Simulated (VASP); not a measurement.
# NaI in VASP: how settings move the PBE single point

Aim: see what changed inputs do to the PBE single point of NaI in the rocksalt structure, under +6.0 % biaxial strain in x and y, z held.

Program: VASP 6.6.1. PAW datasets, plane waves. Computed at 0 K without zero-point motion; spin polarisation is off.

## 1. The cell

The cell comes from an earlier relaxation with r2SCAN in another program, then strained, with the atoms relaxed again.

The symmetry is I4/mmm (No. 139, tetragonal); conventional cell a = 4.841 Å, c = 6.459 Å, 37.84 Å³ an atom. Near Na stand 6 I at 3.23–3.42 Å; near I stand 6 Na at 3.23–3.42 Å.

Structure file:

```cif
data_structure
_symmetry_space_group_name_H-M 'P 1'
_symmetry_Int_Tables_number 1
_cell_length_a 4.7061
_cell_length_b 4.7061
_cell_length_c 4.8407
_cell_angle_alpha 59.049
_cell_angle_beta 59.049
_cell_angle_gamma 61.901
_cell_volume 75.68
loop_
_atom_site_label
_atom_site_type_symbol
_atom_site_fract_x
_atom_site_fract_y
_atom_site_fract_z
_atom_site_occupancy
Na1 Na 0.00000 0.00000 0.00000 1
I1 I 0.50000 0.50000 0.50000 1
```

## 2. The reference run

Input file INCAR:

```
ENCUT = 520.000000
SIGMA = 0.020000
EDIFF = 1.00e-07
GGA = PE
PREC = Accurate
IBRION = -1
ISIF = 2
ISMEAR = -1
NBANDS = 14
NELM = 120
NSW = 0
LASPH = .TRUE.
LCHARG = .TRUE.
LELF = .TRUE.
LWAVE = .FALSE.
LREAL = .FALSE.
```

Input file KPOINTS:

```
KPOINTS created by Atomic Simulation Environment
0
Gamma
8 8 8
0 0 0
```

Input file POSCAR:

```
Na I
 1.0000000000000000
     0.0000000000000000    3.4228578445000002    3.2297205553000001
     3.4228578445000002    0.0000000000000000    3.2297205553000001
     3.4228578445000002    3.4228578445000002    0.0000000000000000
 Na  I
   1   1
Cartesian
  0.0000000000000000  0.0000000000000000  0.0000000000000000
  3.4228578445000002  3.4228578445000002  3.2297205553000001
```

A file KPOINTS_OPT adds named points for the levels; it doesn't enter the self-consistent loop.

Potentials: the recommended PBE PAW datasets, 14 valence electrons.

Launch:

```
$ mpirun -np 1 vasp_std
```

The closing lines of the self-consistent loop in OSZICAR:

```text
DAV:  11    -0.535964731680E+01   -0.12226E-05   -0.46826E-06  2084   0.188E-02    0.265E-03
DAV:  12    -0.535964778928E+01   -0.47248E-06   -0.59515E-07  2030   0.599E-03    0.115E-03
DAV:  13    -0.535964785639E+01   -0.67110E-07   -0.27583E-08  1942   0.106E-03
   1 F= -.53596479E+01 E0= -.53596479E+01  d E =-.182092E-10
```

Wall time 59 s (1 MPI rank of Intel Xeon Platinum 8488C, shared host); peak memory 0.25 GiB.

Values of the reference: energy (σ→0) -5.3596 eV, pressure -0.94 GPa, gap on the mesh 3.36 eV.

## 3. Altered input 1

Input file INCAR:

```
ENCUT = 520.000000
SIGMA = 0.020000
EDIFF = 1.00e-07
GGA = PE
PREC = Accurate
IBRION = -1
ISIF = 2
ISMEAR = -1
NSW = 0
LASPH = .TRUE.
LCHARG = .FALSE.
LWAVE = .FALSE.
LREAL = .FALSE.
NBANDS = 47
NELM = 93
```

KPOINTS is that of step 2.

POSCAR is that of step 2.

Launch:

```
$ mpirun -np 1 vasp_std
```

Printed to the terminal (iteration lines stand in OSZICAR):

```text
POSCAR found type information on POSCAR NaI
 POSCAR found :  2 types and       2 ions
 LDA part: xc-table for (Slater+PW92), standard interpolation
 POSCAR, INCAR and KPOINTS ok, starting setup
 FFT: planning ... GRIDC
 FFT: planning ... GRID_SOFT
 FFT: planning ... GRID
 WAVECAR not read
 entering main loop
```

OSZICAR:

```text
N       E                     dE             d eps       ncg     rms          rms(c)
DAV:   1     0.124687689633E+03    0.12469E+03   -0.43796E+03  5615   0.261E+02
DAV:   2     0.577015550062E+01   -0.11892E+03   -0.10593E+03  6002   0.113E+02
DAV:   3    -0.524474876062E+01   -0.11015E+02   -0.10776E+02  6640   0.305E+01
DAV:   4    -0.544481577151E+01   -0.20007E+00   -0.19985E+00  6756   0.399E+00
DAV:   5    -0.544759522915E+01   -0.27795E-02   -0.27792E-02  6772   0.473E-01    0.154E+00
DAV:   6    -0.536849387572E+01    0.79101E-01   -0.28707E-02  7326   0.488E-01    0.109E+00
DAV:   7    -0.535680593306E+01    0.11688E-01   -0.30767E-02  7591   0.424E-01    0.497E-01
DAV:   8    -0.535956037787E+01   -0.27544E-02   -0.37076E-03  6484   0.164E-01    0.111E-01
DAV:   9    -0.535964046001E+01   -0.80082E-04   -0.15613E-04  7293   0.344E-02    0.348E-02
DAV:  10    -0.535964253784E+01   -0.20778E-05   -0.10607E-05  7953   0.122E-02    0.262E-02
DAV:  11    -0.535964744591E+01   -0.49081E-05   -0.47835E-06  6429   0.541E-03    0.301E-03
DAV:  12    -0.535964772715E+01   -0.28124E-06   -0.17112E-07  6887   0.144E-03    0.271E-03
DAV:  13    -0.535964782418E+01   -0.97028E-07   -0.49440E-08  6445   0.602E-04
   1 F= -.53596478E+01 E0= -.53596478E+01  d E =-.398851E-13
```

Parts of OUTCAR:

```text
k-points           NKPTS =     59   k-points in BZ     NKDIM =     59   number of bands    NBANDS=     47

   NELECT =      14.0000    total number of electrons

   dimension x,y,z NGX =    36 NGY =   36 NGZ =   36
   dimension x,y,z NGXF=    72 NGYF=   72 NGZF=   72

  energy-cutoff  :      520.00
  volume of cell :       75.68
      direct lattice vectors                 reciprocal lattice vectors
     0.000000000  3.422857845  3.229720555    -0.146076765  0.146076765  0.154812155
     3.422857845  0.000000000  3.229720555     0.146076765 -0.146076765  0.154812155
     3.422857845  3.422857845  0.000000000     0.146076765  0.146076765 -0.154812155

 k-points in reciprocal lattice and weights: KPOINTS created by Atomic Simulation Env
   0.00000000  0.00000000  0.00000000       0.002
   0.12500000  0.00000000  0.00000000       0.016
   0.25000000  0.00000000  0.00000000       0.016
   0.37500000  0.00000000  0.00000000       0.016
   0.50000000  0.00000000  0.00000000       0.008
   0.12500000  0.12500000  0.00000000       0.004
   0.25000000  0.12500000  0.00000000       0.016
   0.37500000  0.12500000  0.00000000       0.016
[... 51 more k-points ...]

 E-fermi :   0.6408

 k-point     1 :       0.0000    0.0000    0.0000
  band No.  band energies     occupation
      1     -22.4968      2.00000
      2     -22.4968      2.00000
      3     -22.4893      2.00000
      4     -10.6741      2.00000
      5       0.0349      2.00000
      6       0.1212      2.00000
      7       0.1212      2.00000
      8       3.4790      0.00000
      9       7.9041      0.00000
     10       7.9041      0.00000
     11       8.2550      0.00000
     12       9.3664      0.00000
     13       9.9051      0.00000
     14      10.4486      0.00000
     15      10.8404      0.00000
     16      10.8404      0.00000
     17      11.7911      0.00000
     18      15.2820      0.00000
     19      19.8945      0.00000
     20      20.7771      0.00000
     21      20.7771      0.00000
     22      21.0093      0.00000
     23      21.0093      0.00000
     24      21.8239      0.00000
     25      21.8239      0.00000
     26      22.0373      0.00000
     27      22.0801      0.00000
     28      22.9039      0.00000
     29      23.4826      0.00000
     30      26.2052      0.00000
     31      26.8495      0.00000
     32      27.4415      0.00000
     33      27.6267      0.00000
     34      27.6267      0.00000
     35      28.1636      0.00000
     36      28.5342      0.00000
     37      29.4999      0.00000
     38      29.9745      0.00000
     39      29.9745      0.00000
     40      31.2086      0.00000
     41      31.8756      0.00000
     42      31.8757      0.00000
     43      33.0309      0.00000
     44      33.6405      0.00000
     45      33.6405      0.00000
     46      33.8558      0.00000
     47      33.9710      0.00000

[... the tables of k-points 2 to 59 left out ...]

  Total       -0.5712046     -0.5712046     -0.1878035      0.0000000     -0.0000000     -0.0000000
  in kB      -12.0928760    -12.0928760     -3.9759554      0.0000000     -0.0000000     -0.0000000
  external PRESSURE =      -9.3872358 kB  Pullay stress =       0.0000000 kB

 POSITION                                       TOTAL-FORCE (eV/Angst)
 -----------------------------------------------------------------------------------
      0.00000      0.00000      0.00000         0.000000      0.000000      0.000000
      3.42286      3.42286      3.22972        -0.000000     -0.000000      0.000000
 -----------------------------------------------------------------------------------
    total drift:                                0.000000      0.000000      0.000000

  FREE ENERGIE OF THE ION-ELECTRON SYSTEM (eV)
  ---------------------------------------------------
  free  energy   TOTEN  =        -5.3596478242 eV

  energy  without entropy=       -5.3596478242  energy(sigma->0) =       -5.35964782
```

It took 3.2 min on 1 MPI rank of Intel Xeon Platinum 8488C, shared host; peak memory 0.29 GiB.

Changed: NBANDS = 47, NELM = 93. The run ends normally. Against the reference the energy moves by less than 0.1 meV/atom.

## 4. Altered input 2

Input file INCAR:

```
ENCUT = 520.000000
SIGMA = 0.020000
EDIFF = 1.00e-07
GGA = PE
PREC = Accurate
IBRION = -1
ISIF = 2
ISMEAR = -1
NELM = 120
NSW = 0
LASPH = .TRUE.
LCHARG = .FALSE.
LWAVE = .FALSE.
LREAL = .FALSE.
NBANDS = 11
```

KPOINTS is that of step 2.

POSCAR is that of step 2.

Launch:

```
$ mpirun -np 1 vasp_std
```

Standard output, without the iteration lines:

```text
POSCAR found type information on POSCAR NaI
 POSCAR found :  2 types and       2 ions
 LDA part: xc-table for (Slater+PW92), standard interpolation
 POSCAR, INCAR and KPOINTS ok, starting setup
 FFT: planning ... GRIDC
 FFT: planning ... GRID_SOFT
 FFT: planning ... GRID
 WAVECAR not read
 entering main loop
```

OSZICAR:

```text
N       E                     dE             d eps       ncg     rms          rms(c)
DAV:   1     0.734543445769E+02    0.73454E+02   -0.67500E+03  1306   0.112E+03
DAV:   2     0.108817041319E+01   -0.72366E+02   -0.68009E+02  1378   0.219E+02
DAV:   3    -0.525502925884E+01   -0.63432E+01   -0.63055E+01  1573   0.673E+01
DAV:   4    -0.544231218743E+01   -0.18728E+00   -0.18715E+00  1561   0.124E+01
DAV:   5    -0.544741520554E+01   -0.51030E-02   -0.51029E-02  1508   0.210E+00    0.157E+00
DAV:   6    -0.536878162172E+01    0.78634E-01   -0.11153E-01  1508   0.212E+00    0.106E+00
DAV:   7    -0.535693150126E+01    0.11850E-01   -0.88592E-02  1491   0.176E+00    0.609E-01
DAV:   8    -0.535967745094E+01   -0.27459E-02   -0.69354E-03  1343   0.777E-01    0.169E-01
DAV:   9    -0.535962678673E+01    0.50664E-04   -0.16764E-04  1469   0.138E-01    0.580E-02
DAV:  10    -0.535964687721E+01   -0.20090E-04   -0.61337E-05  1472   0.851E-02    0.789E-03
DAV:  11    -0.535964740618E+01   -0.52897E-06   -0.55409E-06  1415   0.241E-02    0.198E-03
DAV:  12    -0.535964777443E+01   -0.36825E-06   -0.50351E-07  1439   0.660E-03    0.122E-03
DAV:  13    -0.535964785152E+01   -0.77085E-07   -0.12140E-08   966   0.102E-03
   1 F= -.53596479E+01 E0= -.53596479E+01  d E =-.264302E-12
```

From OUTCAR:

```text
k-points           NKPTS =     59   k-points in BZ     NKDIM =     59   number of bands    NBANDS=     11

   NELECT =      14.0000    total number of electrons

   dimension x,y,z NGX =    36 NGY =   36 NGZ =   36
   dimension x,y,z NGXF=    72 NGYF=   72 NGZF=   72

  energy-cutoff  :      520.00
  volume of cell :       75.68
      direct lattice vectors                 reciprocal lattice vectors
     0.000000000  3.422857845  3.229720555    -0.146076765  0.146076765  0.154812155
     3.422857845  0.000000000  3.229720555     0.146076765 -0.146076765  0.154812155
     3.422857845  3.422857845  0.000000000     0.146076765  0.146076765 -0.154812155

 k-points in reciprocal lattice and weights: KPOINTS created by Atomic Simulation Env
   0.00000000  0.00000000  0.00000000       0.002
   0.12500000  0.00000000  0.00000000       0.016
   0.25000000  0.00000000  0.00000000       0.016
   0.37500000  0.00000000  0.00000000       0.016
   0.50000000  0.00000000  0.00000000       0.008
   0.12500000  0.12500000  0.00000000       0.004
   0.25000000  0.12500000  0.00000000       0.016
   0.37500000  0.12500000  0.00000000       0.016
[... 51 more k-points ...]

 E-fermi :   0.6016

 k-point     1 :       0.0000    0.0000    0.0000
  band No.  band energies     occupation
      1     -22.4968      2.00000
      2     -22.4968      2.00000
      3     -22.4893      2.00000
      4     -10.6741      2.00000
      5       0.0349      2.00000
      6       0.1212      2.00000
      7       0.1212      2.00000
      8       3.4790      0.00000
      9       7.9041      0.00000
     10       7.9041      0.00000
     11       8.2550      0.00000

 k-point     2 :       0.1250    0.0000    0.0000
  band No.  band energies     occupation
      1     -22.4970      2.00000
      2     -22.4968      2.00000
      3     -22.4895      2.00000
      4     -10.6429      2.00000
      5      -0.2963      2.00000
      6       0.0464      2.00000
      7       0.0765      2.00000
      8       3.9453      0.00000
      9       7.6294      0.00000
     10       8.0007      0.00000
     11       8.2813      0.00000

 k-point     3 :       0.2500    0.0000    0.0000
  band No.  band energies     occupation
      1     -22.4977      2.00000
      2     -22.4970      2.00000
      3     -22.4899      2.00000
      4     -10.5655      2.00000
      5      -0.9871      2.00000
      6      -0.0264      2.00000
      7      -0.0160      2.00000
      8       4.7451      0.00000
      9       7.3656      0.00000
     10       7.7475      0.00000
     11       8.1856      0.00000

 k-point     4 :       0.3750    0.0000    0.0000
  band No.  band energies     occupation
      1     -22.4984      2.00000
      2     -22.4971      2.00000
      3     -22.4902      2.00000
      4     -10.4847      2.00000
      5      -1.5294      2.00000
      6      -0.1231      2.00000
      7      -0.0730      2.00000
      8       5.1080      0.00000
      9       7.3774      0.00000
     10       7.6693      0.00000
     11       7.9091      0.00000

[... the tables of k-points 5 to 59 left out ...]

  Total       -0.5707405     -0.5707405     -0.1872808      0.0000000     -0.0000000      0.0000000
  in kB      -12.0830500    -12.0830500     -3.9648894      0.0000000     -0.0000000      0.0000000
  external PRESSURE =      -9.3769964 kB  Pullay stress =       0.0000000 kB

 POSITION                                       TOTAL-FORCE (eV/Angst)
 -----------------------------------------------------------------------------------
      0.00000      0.00000      0.00000         0.000000     -0.000000      0.000000
      3.42286      3.42286      3.22972        -0.000000      0.000000     -0.000000
 -----------------------------------------------------------------------------------
    total drift:                                0.000000      0.000000      0.000000

  FREE ENERGIE OF THE ION-ELECTRON SYSTEM (eV)
  ---------------------------------------------------
  free  energy   TOTEN  =        -5.3596478515 eV

  energy  without entropy=       -5.3596478515  energy(sigma->0) =       -5.35964785
```

It took 37 s on 1 MPI rank of Intel Xeon Platinum 8488C, shared host; peak memory 0.23 GiB.

Changed: NBANDS = 11. VASP runs to the end. Against the reference the energy moves by less than 0.1 meV/atom.

## 5. Side by side

| run | changed | ending | energy change (meV/atom) | pressure (GPa) | gap on the mesh (eV; negative: overlap) | electronic steps | time | usable |
| --- | --- | --- | --- | --- | --- | --- | --- | --- |
| ref. | – | converged | 0 | -0.9 | 3.36 | 13 | 59 s | yes |
| 1 | NBANDS = 47, NELM = 93 | converged | 0.0 | -0.9 | 3.36 | 13 | 3.2 min | yes |
| 2 | NBANDS = 11 | converged | 0.0 | -0.9 | 3.36 | 13 | 37 s | yes |

Of 2 altered inputs, 2 gave usable results.
